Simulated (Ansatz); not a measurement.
# CaO (rocksalt): other levels of theory at one geometry

One table from this session's results is given with a row withheld; the runs are named, their logs left out.

Method: DFT at several levels, plane waves, PAW, in Ansatz 0.2.0.

3 further runs of the same task are left out: 1 that didn't finish, 2 set aside as unsound or not needed.

**The structure to begin with**

The structure is cubic, space group Fm-3m (No. 225). The conventional cell has a = 4.831 Å, b = 4.831 Å, c = 4.831 Å, α = 90.00°, β = 90.00°, γ = 90.00°. Ca (site symmetry m-3m) has 6 O at 2.42 Å as nearest neighbours. O (site symmetry m-3m) has 6 Ca at 2.42 Å as nearest neighbours.

Structure file:

```cif
data_structure
_symmetry_space_group_name_H-M 'Fm-3m'
_symmetry_Int_Tables_number 225
_cell_length_a 4.8308
_cell_length_b 4.8308
_cell_length_c 4.8308
_cell_angle_alpha 90.000
_cell_angle_beta 90.000
_cell_angle_gamma 90.000
_cell_volume 112.74
loop_
_atom_site_label
_atom_site_type_symbol
_atom_site_symmetry_multiplicity
_atom_site_Wyckoff_symbol
_atom_site_fract_x
_atom_site_fract_y
_atom_site_fract_z
_atom_site_occupancy
Ca1 Ca 4 b 0.50000 0.00000 0.00000 1
O1 O 4 a 0.00000 0.00000 0.00000 1
```

An earlier run at PBE left this cell at 14.092 Å³/atom and 0.00 GPa (12×12×12 mesh), gap on the mesh 3.66 eV.

Levels to run: PBE+SOC; r²SCAN; PBEsol; LDA; HSE06. Hardware: 2 threads of Arm Neoverse V1, shared host.

The first run:

input.yaml

```yaml
crystal:
  lattice:
    - [0.0, 2.4154225699, 2.4154225699]
    - [2.4154225699, 0.0, 2.4154225699]
    - [2.4154225699, 2.4154225699, 0.0]
  atoms:
    - { symbol: Ca, position: [0.5, 0.5, 0.5] }
    - { symbol: O, position: [0.0, 0.0, 0.0] }
basis:
  ecutwfc: 420
  ecutrho_ratio: 4
kpoints:
  mp_grid: { grid: [12, 12, 12] }
hamiltonian:
  xc: pbe
scf:
  occupations: { method: gaussian, width: 0.05 }
output:
  forces: true
  stress: true
  eigenvalues: true
  populations: true
  dos: { projected: true, de: 0.02 }
  write_density: true
  write_potential: true
  elf: true
  volumetric_format: npy
magnetization:
  noncollinear: true
  spin_orbit: true
```

Command:

```sh
$ ansatz run input.yaml --threads 2 --pin off --max-ram 2662MiB --backend cpu --events-out ev --progress --plain --runs-dir out
```

Among the steps run: PBE+SOC; r²SCAN; PBEsol; LDA; HSE06.

One of the session's tables, all rows but one given; the rest of the session is left out.

| level | gap on the mesh (eV) | pressure (GPa) |
| --- | --- | --- |
| PBE | 3.66 | 0.0 |
| LDA | 3.49 | -8.4 |
| PBEsol | 3.56 | -4.2 |
| PBE+SOC | 3.64 | 0.0 |
| r²SCAN | 4.20 | -2.5 |
| HSE06 | ? | ? |

Q: Estimate the row for HSE06 from the others.

The run gave: gap on the mesh (eV): 5.31; pressure (GPa): -2.2. In the column «gap on the mesh (eV)» it is the highest.

The pressure runs from -8.4 GPa (LDA) to 0.0 GPa (PBE+SOC); a negative pressure means that level wants a smaller cell, a positive one a larger cell. The gap is widest with HSE06 (5.31 eV) and narrowest with LDA (3.49 eV). Total energies of different levels have different zeros and can't be compared.

Limits of these values: Warnings in the runs' records: stress scf threshold loose, stress exchange threshold loose.
